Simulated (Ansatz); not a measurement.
# Al: energy change per atom and pressure against volume scale

Plane-wave DFT, scalar-relativistic PAW made under PBE with cores redone for the functional, no dispersion; the given relaxed cell is scaled uniformly, energy at zero smearing counts from the unscaled cell, pressure at the given Fermi-Dirac smearing is positive in compression. The results are calculated, by Ansatz 0.2.0.

The cell before it is scaled or strained (space group P6/mmm, No. 191):
```
Al
1.0
      4.6050     0.0000     0.0000
     -2.3025     3.9881     0.0000
      0.0000     0.0000     2.8503
Al
3
Direct
  0.00000 0.00000 0.00000
  0.33333 0.66667 0.50000
  0.66667 0.33333 0.50000
```

Settings of every row: spin polarised no; functional revPBE; wave cutoff 420 eV; smearing width 0.1 eV; k mesh 9x9x12.

Atom starting moment: 0 on all atoms.

Limits: the cell comes from a prototype or a list of computed structures and needn't be the stable phase.

```csv
row,volume scale,V (Å³/atom),energy change per atom (meV),pressure (GPa)
1,0.88,15.355,67.53,11.31
2,0.92,16.053,28.42,6.78
3,0.96,16.751,?,?
4,1.04,18.147,4.7,-2.27
5,1.08,18.845,18.9,-4.21
6,1.12,19.543,40.82,-5.78
```

Question: what energy change per atom and pressure should row 3 give?

Worked fit of energy change per atom. Take u = (V_r/V)^(2/3) − 1 with V_r = 18.147 Å³ an atom, which is twice the finite (Eulerian) strain; such expansions in the strain, on which the Birch-Murnaghan equation of state is built, carry the rest volume and the bulk modulus. The shown rows have u = 0.11782, 0.08517, 0, -0.02485, -0.04821. Least squares give energy change per atom = 4.649 − 378.628 × u + 7738.49 × u² meV; a straight line predicts inner rows, each left out in turn, worse (root mean square 22 against 0.16 meV). The rows lie off it by 0.07, -0.12, 0.05, 0.06, -0.07 (root mean square 0.078 meV). Its lowest point lies at u = 0.0245, or V = 17.5 Å³ an atom, and the curvature there gives the bulk modulus at fixed shape and fractions, B = (4/9)(1 + u)² E″(u)/V = 66.1 GPa. Letting shape and atoms relax would as a rule lower it, by much in layered, chain or molecular crystals. The withheld row has u = 0.05481, so the fit gives 4.649 − 378.628 × (0.05481) + 7738.49 × (0.05481)² = 7.14 meV.

The calculation gave 7.02 meV. The fit lies 0.12 meV (1.7 % of the value, 0.19 % of the column's range) above it; its largest miss of a shown row is 0.12 meV.

Worked fit of pressure. Take u = (V_r/V)^(2/3) − 1 with V_r = 18.147 Å³ an atom, which is twice the finite (Eulerian) strain; such expansions in the strain, on which the Birch-Murnaghan equation of state is built, carry the rest volume and the bulk modulus. The shown rows have u = 0.11782, 0.08517, 0, -0.02485, -0.04821. Least squares give pressure = −2.283 + 84.673 × u + 259.26 × u² GPa; a straight line predicts inner rows, each left out in turn, worse (root mean square 0.74 against 0.041 GPa). The rows lie off it by 0.02, -0.03, 0.01, 0.02, -0.02. The pressure vanishes at u = 0.0250, or V = 17.49 Å³ an atom, and there the bulk modulus at fixed shape and fractions is B = −V dP/dV = (2/3)(1 + u) dP/du = 66.7 GPa. Letting shape and atoms relax would as a rule lower it, by much in layered, chain or molecular crystals. The withheld row has u = 0.05481, so the fit gives −2.283 + 84.673 × (0.05481) + 259.26 × (0.05481)² = 3.14 GPa.

The calculation gave 3.11 GPa. The fit lies 0.03 GPa (0.18 % of the column's range) above it; its largest miss of a shown row is 0.03 GPa.
